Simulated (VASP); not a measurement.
# Si (Fd-3m) in VASP: notebook, part 2 of 2

VASP 6.6.1.

## Step 3: Single point, PBEsol

This run uses another cell than the first one, of 20.05 Å³/atom, 1.004 times its volume.

The input, INCAR:

```
  PREC = Accurate
  ENCUT = 520
  EDIFF = 1E-7
  ISMEAR = 0
  SIGMA = 0.02
  LREAL = F
  LASPH = T
  NELM = 80
  ALGO = Fast
  ISIF = 2
  LWAVE = F
  LCHARG = F
  GGA = PS
  NBANDS = 11
```

The input, KPOINTS:

```
Automatic mesh
0
Gamma
  12 12 12
```

The input, POSCAR:

```
Si
1.0
    0.0000000000      2.7168139080      2.7168139080
    2.7168139080      0.0000000000      2.7168139080
    2.7168139080      2.7168139080      0.0000000000
Si
2
Direct
    0.7500000000      0.7500000000      0.7500000000
    0.5000000000      0.5000000000      0.5000000000
```

Potentials or basis: VASP PAW PBE potentials, release 64 (Si).

Command:

```
cat potpaw_PBE.64/Si/POTCAR > POTCAR
mpirun -np 1 vasp_std > vasp.out
```

OUTCAR:

```text
PREC = Accurate
   ENCUT = 520
   EDIFF = 1E-7
   ISMEAR = 0
   LREAL = F
   LASPH = T
   NELM = 80
   ISIF = 2
   GGA = PS

 ion  position               nearest neighbor table
   1  0.750  0.750  0.750-   2 2.35   2 2.35   2 2.35   2 2.35
   2  0.500  0.500  0.500-   1 2.35   1 2.35   1 2.35   1 2.35

  LATTYP: Found a face centered cubic cell.
 ALAT       =     5.4336278160

  Lattice vectors:

 A1 = (   0.0000000000,   2.7168139080,   2.7168139080)
 A2 = (   2.7168139080,   0.0000000000,   2.7168139080)
 A3 = (   2.7168139080,   2.7168139080,   0.0000000000)

Analysis of symmetry for initial positions (statically):
=====================================================================
 Subroutine PRICEL returns:
 Original cell was already a primitive cell.

 Routine SETGRP: Setting up the symmetry group for a
 face centered cubic supercell.

 Subroutine GETGRP returns: Found 48 space group operations
 (whereof 24 operations were pure point group operations)
 out of a pool of 48 trial point group operations.

The static configuration has the point symmetry T_d .
 The point group associated with its full space group is O_h .

Analysis of symmetry for dynamics (positions and initial velocities):
=====================================================================
 Subroutine PRICEL returns:
 Original cell was already a primitive cell.

 Routine SETGRP: Setting up the symmetry group for a
 face centered cubic supercell.

 Subroutine GETGRP returns: Found 48 space group operations
 (whereof 24 operations were pure point group operations)
 out of a pool of 48 trial point group operations.

The dynamic configuration has the point symmetry T_d .
 The point group associated with its full space group is O_h .

 Subroutine INISYM returns: Found 48 space group operations
 (whereof 24 operations are pure point group operations),
 and found     1 'primitive' translations

----------------------------------------------------------------------------------------

                                     Primitive cell

[... 121 lines left out ...]
 non-spin polarized calculation
 RMM-DIIS sequential band-by-band and
 Gauss-broadening in eV      SIGMA  =   0.02
  energy-cutoff  :      520.00
  volume of cell :       40.11
 maximum number of plane-waves:      1106
 NGX is ok and might be reduce to    30
   NGX = 15   NGY = 15   NGZ = 15

 number of electron       8.0000000 magnetization

 Free energy of the ion-electron system (eV)
  ---------------------------------------------------
  ext. energy  EPLUGINS =         0.00000000
  ---------------------------------------------------
  free energy    TOTEN  =       -11.49324145 eV

  energy without entropy =      -11.49324145  energy(sigma->0) =      -11.49324145

 E-fermi :   5.9334     XC(G=0):  -9.5476

 val. band max:        5.7731774208   @ k =   0.0000   0.0000   0.0000
 cond. band min:       6.2327530688   @ k =   0.4167   0.4167   0.0000
 fundamental gap:      0.4595756481
 Fermi energy:         5.9334435846

 k-point     1 :       0.0000    0.0000    0.0000
  band No.  band energies     occupation
      1      -6.2059      2.00000
      2       5.7732      2.00000
      3       5.7732      2.00000
      4       5.7732      2.00000
      5       8.2901      0.00000
      6       8.2901      0.00000
      7       8.2901      0.00000
      8       9.0789      0.00000
      9      13.4610      0.00000
     10      13.4610      0.00000
     11      13.4774      0.00000
[... 309 lines left out ...]
 k-point    24 :      -0.4167    0.1667    0.0000
  band No.  band energies     occupation
      1      -3.5868      2.00000
      2      -1.0217      2.00000
      3       2.7524      2.00000
      4       4.1721      2.00000
      5       7.8729      0.00000
      6       9.7676      0.00000
      7      10.1088      0.00000
      8      13.6610      0.00000
      9      14.2190      0.00000
     10      14.4976      0.00000
     11      16.7859      0.00000

 [... further k-points ...]

------------------------ aborting loop because EDIFF is reached ----------------------------------------

  FORCE on cell =-STRESS in cart. coord.  units (eV):
  Direction    XX          YY          ZZ          XY          YZ          ZX
  --------------------------------------------------------------------------------------
  -------------------------------------------------------------------------------------
  Total        0.0287882      0.0287882      0.0287882      0.0000000     -0.0000000      0.0000000
  in kB        1.1500447      1.1500447      1.1500447      0.0000000     -0.0000000      0.0000000
  external PRESSURE =       1.1500447 kB  Pullay stress =       0.0000000 kB

 VOLUME and BASIS-vectors are now :
 -----------------------------------------------------------------------------
  energy-cutoff  :      520.00
  volume of cell :       40.11
      direct lattice vectors                 reciprocal lattice vectors
     0.000000000  2.716813908  2.716813908    -0.184039105  0.184039105  0.184039105
     2.716813908  0.000000000  2.716813908     0.184039105 -0.184039105  0.184039105
     2.716813908  2.716813908  0.000000000     0.184039105  0.184039105 -0.184039105

 POSITION                                       TOTAL-FORCE (eV/Angst)
 -----------------------------------------------------------------------------------
      4.07522      4.07522      4.07522         0.000000      0.000000      0.000000
      2.71681      2.71681      2.71681        -0.000000     -0.000000     -0.000000
 -----------------------------------------------------------------------------------
    total drift:                               -0.000000     -0.000000     -0.000000

  FREE ENERGIE OF THE ION-ELECTRON SYSTEM (eV)
  ---------------------------------------------------
  free  energy   TOTEN  =       -11.4932414521 eV

  energy  without entropy=      -11.4932414521  energy(sigma->0) =      -11.49324145
```

OSZICAR:

```text
N       E                     dE             d eps       ncg     rms          rms(c)
DAV:   1     0.706872925650E+01    0.70687E+01   -0.32908E+03  1584   0.586E+02
DAV:   2    -0.111493827929E+02   -0.18218E+02   -0.17495E+02  2087   0.848E+01
DAV:   3    -0.117110777566E+02   -0.56169E+00   -0.56009E+00  2026   0.131E+01
DAV:   4    -0.117154119474E+02   -0.43342E-02   -0.43337E-02  1840   0.141E+00
DAV:   5    -0.117154539950E+02   -0.42048E-04   -0.42047E-04  2013   0.132E-01    0.496E+00
RMM:   6    -0.115622503378E+02    0.15320E+00   -0.43149E-02  1588   0.973E-01    0.298E+00
RMM:   7    -0.114924409446E+02    0.69809E-01   -0.87804E-02  1751   0.148E+00    0.199E-01
RMM:   8    -0.114931067909E+02   -0.66585E-03   -0.48378E-03  1724   0.450E-01    0.832E-02
RMM:   9    -0.114932067568E+02   -0.99966E-04   -0.78446E-04  1852   0.181E-01    0.844E-02
RMM:  10    -0.114932402586E+02   -0.33502E-04   -0.15907E-04  1762   0.881E-02    0.274E-02
RMM:  11    -0.114932408116E+02   -0.55295E-06   -0.38011E-05  1892   0.444E-02    0.143E-02
RMM:  12    -0.114932416216E+02   -0.81006E-06   -0.75085E-06  1885   0.209E-02    0.199E-02
RMM:  13    -0.114932415305E+02    0.91186E-07   -0.18404E-06  1832   0.995E-03    0.397E-02
RMM:  14    -0.114932414521E+02    0.78331E-07   -0.46384E-07  1768   0.482E-03
   1 F= -.11493241E+02 E0= -.11493241E+02  d E =-.253878E-32
```

stdout:

```text
POSCAR found type information on POSCAR Si
 POSCAR found :  1 types and       2 ions
 scaLAPACK will be used
 -----------------------------------------------------------------------------
|                                                                             |
|                                                                             |
|     You enforced a specific xc type in the INCAR file but a different       |
|     I HOPE YOU KNOW WHAT YOU ARE DOING!                                     |
|                                                                             |
 -----------------------------------------------------------------------------

 LDA part: xc-table for (Slater+PW92), standard interpolation
 POSCAR, INCAR and KPOINTS ok, starting setup
 FFT: planning ... GRIDC
 FFT: planning ... GRID_SOFT
 FFT: planning ... GRID
 WAVECAR not read
 entering main loop
```

Wall time 18 s (1 thread of Intel Xeon 6975P-C (Granite Rapids), shared host); peak memory 0.16 GiB.

What came out:

```yaml
Free_energy: -11.4932 eV
Pressure: 0.1 GPa
Band_gap_on_the_k_mesh: 0.46 eV, indirect (least direct gap 2.52 eV)
```

Levels at points of the mesh, in eV from the valence-band top:
```tsv
k point	band 1	band 2	band 3	band 4	band 5	band 6	band 7	band 8	band 9
(0.00, 0.00, 0.00)	-11.98	0.00	0.00	0.00	2.52	2.52	2.52	3.31	7.69
(0.50, 0.00, 0.00)	-9.63	-7.01	-1.20	-1.20	1.46	3.27	3.27	7.51	10.51
(0.50, 0.50, 0.00)	-7.82	-7.82	-2.87	-2.87	0.59	0.59	10.05	10.05	10.93
```

Caveat: the PAW data sets were made with another functional, which shifts forces and pressure a little. Expect the measured gap to be larger: semilocal functionals such as PBEsol lack the derivative discontinuity.
